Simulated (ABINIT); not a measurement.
A run of ABINIT 10.8.3 (patched build) is set up as follows.

run.abi

```
# Pseudopotentials
pp_dirpath "./"
pseudos "Sn.LDA_PW-JTH.xml"

# Structure
acell 3*1.0
rprim
    -3.2626858535     3.3552975514     4.4188259657
     3.2626858535    -3.3552975514     4.4188259657
     3.2626858535     3.3552975514    -4.4188259657
ntypat 1
znucl 50
natom 1
typat 1
xcart
     0.0000000000     0.0000000000     0.0000000000
chkprim 0
chksymtnons 0
tolsym 1.0e-6

# Plane-wave basis
ecut 598.650497 eV
pawecutdg 44.0

# k points
kptopt 1
ngkpt 11 11 11
nshiftk 1
shiftk 0.0 0.0 0.0

# Exchange and correlation
ixc 7

# Bands and occupations
nband 11
occopt 3
tsmear 0.05 eV

# SCF cycle
nstep 100
tolvrs 1.0e-9

# Output
iomode 3
prtwf 0
prtden 0
prteig 0
prtebands 0
enunit 1

# Relaxation
ionmov 2
ntime 60
tolmxf 0.0002
optcell 2
dilatmx 1.08
ecutsm 0.5
```

Potentials or basis: JTH PAW LDA v2.0.

Command:

```console
$ abinit run.abi > log 2>&1
```

What does it give for the relaxed volume?

25.96 Å³/atom.

Estimate the band gap on the k mesh.

none (metal or under the smearing width).

What does it give for the space group after relaxing (to 0.05 Å)?

I4/mmm (No. 139).

Step by step:
| step | energy change (eV) | largest force (eV/Å) | pressure (GPa) | volume (Å³) |
| --- | --- | --- | --- | --- |
| 1 | 0.0000 | 0.0000 | -4.75 | 28.67 |
| 2 | -0.0118 | 0.0000 | -4.21 | 28.26 |
| 3 | -0.0448 | 0.0000 | 1.19 | 25.46 |
| 4 | -0.0465 | 0.0000 | -0.06 | 25.97 |
| 5 | -0.0466 | 0.0000 | 0.04 | 25.93 |
| 6 | -0.0470 | 0.0000 | 0.25 | 25.84 |
| 7 | -0.0472 | 0.0000 | 0.21 | 25.86 |
| 8 | -0.0473 | 0.0000 | 0.07 | 25.92 |
| 9 | -0.0473 | 0.0000 | 0.00 | 25.95 |
| 10 | -0.0473 | 0.0000 | -0.03 | 25.96 |
| 11 | -0.0473 | 0.0000 | -0.07 | 25.98 |
| 12 | -0.0473 | 0.0000 | -0.08 | 25.99 |
| 13 | -0.0474 | 0.0000 | -0.06 | 25.98 |
| 14 | -0.0474 | 0.0000 | -0.02 | 25.96 |
